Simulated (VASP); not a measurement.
A run of VASP 6.6.1:

The input INCAR:

```
SYSTEM = AgBr
PREC = Accurate
ENCUT = 520
EDIFF = 1E-7
ISMEAR = -1
SIGMA = 0.05
LREAL = .FALSE.
LASPH = .TRUE.
NELM = 100
ALGO = Normal
ISIF = 2
LWAVE = .FALSE.
LCHARG = .FALSE.
GGA = PE
NBANDS = 16
```

Contents of KPOINTS:

```
regular mesh
0
G
  8 8 8
  0 0 0
```

The input POSCAR:

```
AgBr
1.0
    0.0000000000      2.8701500000      2.8701500000
    2.8701500000      0.0000000000      2.8701500000
    2.8701500000      2.8701500000      0.0000000000
Ag Br
1 1
Direct
    0.0000000000      0.0000000000      0.0000000000
    0.5000000000      0.5000000000      0.5000000000
```

Potentials or basis: VASP PAW PBE potentials, release 64 (Ag, Br).

Run with:

```bash
$ cat potpaw_PBE.64/Ag/POTCAR potpaw_PBE.64/Br/POTCAR > POTCAR
$ mpirun -np 1 vasp_std > vasp.out
```

Hardware: 1 thread of AMD EPYC 9R45 (Zen 5) (shared host).

Task: Estimate the wall time of this run.

Result: Run time: 9.3 s on 1 thread of AMD EPYC 9R45 (Zen 5) (shared host), peak memory 0.14 GiB. Counts: scf iterations 13, k points 29.
